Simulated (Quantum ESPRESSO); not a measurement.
# Ge (Fd-3m) in Quantum ESPRESSO: equation of state

Aim: energy against volume of Ge in PBE, for its equilibrium volume and stiffness.

All numbers are computed with Quantum ESPRESSO 7.5; they aren't measurements. Logs are shortened: lines on timing, memory, paths and dates and some standing lists are left out, and cuts for length are marked.

**The experiment to reproduce.**

“Sub-monolayer structures of Ag overlayers on Ge(111): experimental observations and first-principles study”, 2019, arxiv:1908.00180 quotes, for a bulk crystal of Ge: bulk modulus 75.8 GPa.

The results are compared with them further down.

## Step 1: The crystal as given

It takes space group Fd-3m (No. 227, cubic). Conventional cell: a = 5.658 Å, b = 5.658 Å, c = 5.658 Å, α = 90.00°, β = 90.00°, γ = 90.00°. Ge (site symmetry -43m) has 4 Ge at 2.45 Å as nearest neighbours.

## Step 2: Single point, PBE, 21.28 Å³/atom

The input, pw.in:

```
&CONTROL
  calculation = 'scf'
  prefix = 'pwscf'
  outdir = './tmp'
  pseudo_dir = './pseudo'
  tprnfor = .true.
  tstress = .true.
  disk_io = 'nowf'
/
&SYSTEM
  ibrav = 0
  nat = 2
  ntyp = 1
  ecutwfc = 55
  ecutrho = 440
  nbnd = 21
  occupations = 'smearing'
  smearing = 'fd'
  degauss = 0.00367493
/
&ELECTRONS
  conv_thr = 4d-10
  electron_maxstep = 120
  mixing_beta = 0.5
/
ATOMIC_SPECIES
Ge    72.6300 ge_pbe_v1.4.uspp.F.UPF
CELL_PARAMETERS angstrom
   0.0000000000    2.7711609388    2.7711609388
   2.7711609388    0.0000000000    2.7711609388
   2.7711609388    2.7711609388    0.0000000000
ATOMIC_POSITIONS crystal
Ge     0.7500000000    0.7500000000    0.7500000000
Ge     0.5000000000    0.5000000000    0.5000000000
K_POINTS automatic
8 8 8 0 0 0
```

Potentials or basis: SSSP 1.3 efficiency PBE.

On the command line:

```console
OMP_NUM_THREADS=1 pw.x -in pw.in > pw.out
```

pw.out:

```text
This program is part of the open-source Quantum ESPRESSO suite
     for quantum simulation of materials; please cite
[... 6 lines left out ...]
     using ibrav=0 with symmetry is DISCOURAGED, use correct ibrav instead

     Subspace diagonalization in iterative solution of the eigenvalue problem:
     a serial algorithm will be used

     G-vector sticks info
     --------------------
     sticks:   dense  smooth     PW     G-vecs:    dense   smooth      PW
     Sum        1663     847    253                44735    15905    2685

     Using Slab Decomposition

     bravais-lattice index     =            0
     lattice parameter (alat)  =       7.4059  a.u.
     unit-cell volume          =     287.2181 (a.u.)^3
     number of atoms/cell      =            2
     number of atomic types    =            1
     number of electrons       =        28.00
     number of Kohn-Sham states=           21
     kinetic-energy cutoff     =      55.0000  Ry
     charge density cutoff     =     440.0000  Ry
     scf convergence threshold =      4.0E-10
     mixing beta               =       0.5000
     number of iterations used =            8  plain     mixing
     Exchange-correlation=  SLA  PW   PBX  PBC
                           (   1   4   3   4   0   0   0)

     celldm(1)=   7.405862  celldm(2)=   0.000000  celldm(3)=   0.000000
     celldm(4)=   0.000000  celldm(5)=   0.000000  celldm(6)=   0.000000

     crystal axes: (cart. coord. in units of alat)
               a(1) = (   0.000000   0.707107   0.707107 )
               a(2) = (   0.707107   0.000000   0.707107 )
               a(3) = (   0.707107   0.707107   0.000000 )

     reciprocal axes: (cart. coord. in units 2 pi/alat)
               b(1) = ( -0.707107  0.707107  0.707107 )
               b(2) = (  0.707107 -0.707107  0.707107 )
               b(3) = (  0.707107  0.707107 -0.707107 )

     PseudoPot. # 1 for Ge read from file:
     ge_pbe_v1.4.uspp.F.UPF
     Pseudo is Ultrasoft + core correction, Zval = 14.0
     Generated by new atomic code, or converted to UPF format
     Using radial grid of  873 points,  6 beta functions with:
                l(1) =   0
                l(2) =   0
                l(3) =   1
                l(4) =   1
                l(5) =   2
                l(6) =   2
     Q(r) pseudized with  8 coefficients,  rinner =    1.400   1.400   1.400
                                                       1.400   1.400

     atomic species   valence    mass     pseudopotential
     Ge               14.00    72.63000     Ge( 1.00)

     48 Sym. Ops., with inversion, found (24 have fractional translation)

   Cartesian axes

     site n.     atom                  positions (alat units)
         1        Ge     tau(   1) = (   1.0606602   1.0606602   1.0606602  )
         2        Ge     tau(   2) = (   0.7071068   0.7071068   0.7071068  )

     number of k points=    29  Fermi-Dirac smearing, width (Ry)=  0.0037
                       cart. coord. in units 2pi/alat
        k(    1) = (   0.0000000   0.0000000   0.0000000), wk =   0.0039062
        k(    2) = (   0.0883883   0.0883883  -0.0883883), wk =   0.0312500
        k(    3) = (   0.1767767   0.1767767  -0.1767767), wk =   0.0312500
        k(    4) = (   0.2651650   0.2651650  -0.2651650), wk =   0.0312500
        k(    5) = (  -0.3535534  -0.3535534   0.3535534), wk =   0.0156250
        k(    6) = (   0.1767767   0.0000000   0.0000000), wk =   0.0234375
[... 21 lines left out ...]
        k(   28) = (  -0.7071068   0.1767767   0.0000000), wk =   0.0468750
        k(   29) = (  -0.7071068   0.3535534   0.0000000), wk =   0.0234375

     Dense  grid:    44735 G-vectors     FFT dimensions: (  60,  60,  60)

     Smooth grid:    15905 G-vectors     FFT dimensions: (  36,  36,  36)

     Check: negative core charge=   -0.000002

     Initial potential from superposition of free atoms

     starting charge      27.9983, renormalised to      28.0000
     Starting wfcs are   18 randomized atomic wfcs +    3 random wfcs

     Self-consistent Calculation

     iteration #  1     ecut=    55.00 Ry     beta= 0.50
     Davidson diagonalization with overlap
     ethr =  1.00E-02,  avg # of iterations =  4.5

     Threshold (ethr) on eigenvalues was too large:
     Diagonalizing with lowered threshold

     Davidson diagonalization with overlap
     ethr =  1.33E-04,  avg # of iterations =  2.4

     total energy              =    -427.29214458 Ry
     estimated scf accuracy    <       0.03769188 Ry

     iteration #  2     ecut=    55.00 Ry     beta= 0.50
     Davidson diagonalization with overlap
     ethr =  1.35E-04,  avg # of iterations =  1.0

     total energy              =    -427.29162430 Ry
     estimated scf accuracy    <       0.00719307 Ry

     iteration #  3     ecut=    55.00 Ry     beta= 0.50
     Davidson diagonalization with overlap
     ethr =  2.57E-05,  avg # of iterations =  1.5

     total energy              =    -427.29192082 Ry
     estimated scf accuracy    <       0.00006319 Ry
[... 19 lines left out ...]
     total energy              =    -427.29193440 Ry
     estimated scf accuracy    <       0.00000006 Ry

     iteration #  7     ecut=    55.00 Ry     beta= 0.50
     Davidson diagonalization with overlap
     ethr =  2.26E-10,  avg # of iterations =  2.0

     total energy              =    -427.29193442 Ry
     estimated scf accuracy    <          4.8E-10 Ry

     iteration #  8     ecut=    55.00 Ry     beta= 0.50
     Davidson diagonalization with overlap
     ethr =  1.71E-12,  avg # of iterations =  3.8

     End of self-consistent calculation

          k = 0.0000 0.0000 0.0000 (  1989 PWs)   bands (ev):

   -15.5929 -15.5929 -15.5929 -15.5524 -15.5524 -15.3053 -15.3053 -15.3053
   -15.2858 -15.2858  -3.9501   9.3115   9.3115   9.3115   9.9211  11.8849
    11.8849  11.8849  15.8872  18.9154  18.9154

          k = 0.0884 0.0884-0.0884 (  1989 PWs)   bands (ev):

   -15.6027 -15.6027 -15.5901 -15.5387 -15.5387 -15.3181 -15.3181 -15.3088
   -15.2752 -15.2752  -3.7482   7.0208   8.9470   8.9470  10.6415  12.3672
    12.3672  13.0140  16.8609  17.9595  17.9595

          k = 0.1768 0.1768-0.1768 (  1973 PWs)   bands (ev):

   -15.6144 -15.6144 -15.5831 -15.5184 -15.5184 -15.3335 -15.3335 -15.3172
   -15.2637 -15.2637  -3.1607   4.5002   8.3613   8.3613  10.1988  13.0190
    13.0190  15.3161  17.4463  17.7154  17.7154
[... 145 lines left out ...]
          k =-0.7071 0.1768 0.0000 (  1984 PWs)   bands (ev):

   -15.6413 -15.6413 -15.5122 -15.5122 -15.4180 -15.4180 -15.3679 -15.3679
   -15.2316 -15.2316   0.2378   0.2378   5.5025   5.5025  11.2468  11.2468
    17.2555  17.2555  20.8554  20.8554  22.6452

          k =-0.7071 0.3536 0.0000 (  1964 PWs)   bands (ev):

   -15.6488 -15.6488 -15.4842 -15.4842 -15.4258 -15.4258 -15.3874 -15.3874
   -15.2250 -15.2250   0.2987   0.2987   5.1041   5.1041  13.8834  13.8834
    14.0632  14.0632  20.8278  20.8278  22.7379

     the Fermi energy is     9.4867 ev

!    total energy              =    -427.29193442 Ry
     estimated scf accuracy    <          1.6E-10 Ry
     smearing contrib. (-TS)   =      -0.00001293 Ry
     internal energy E=F+TS    =    -427.29192149 Ry

     The total energy is F=E-TS. E is the sum of the following terms:
     one-electron contribution =    -271.53484261 Ry
     hartree contribution      =     162.56660742 Ry
     xc contribution           =    -116.70715004 Ry
     ewald contribution        =    -201.61653625 Ry

     convergence has been achieved in   8 iterations

     Forces acting on atoms (cartesian axes, Ry/au):

     atom    1 type  1   force =     0.00000000    0.00000000   -0.00000000
     atom    2 type  1   force =     0.00000000   -0.00000000    0.00000000

     Total force =     0.000000     Total SCF correction =     0.000000

     Computing stress (Cartesian axis) and pressure

          total   stress  (Ry/bohr**3)                   (kbar)     P=       89.39
   0.00060764  -0.00000000  -0.00000000           89.39       -0.00       -0.00
  -0.00000000   0.00060764  -0.00000000           -0.00       89.39       -0.00
  -0.00000000  -0.00000000   0.00060764           -0.00       -0.00       89.39

=------------------------------------------------------------------------------=
   JOB DONE.
=------------------------------------------------------------------------------=
```

It took 14 s on 1 thread of Intel Xeon 6975P-C (Granite Rapids), shared host; peak memory 0.23 GiB.

What came out:

| Property | Result |
| --- | --- |
| Free energy | -5813.6029 eV |
| Pressure | 8.9 GPa |
| Band gap on the k mesh | 0.38 eV, indirect (least direct gap 0.61 eV) |

(Continued in part 2 of 2.)
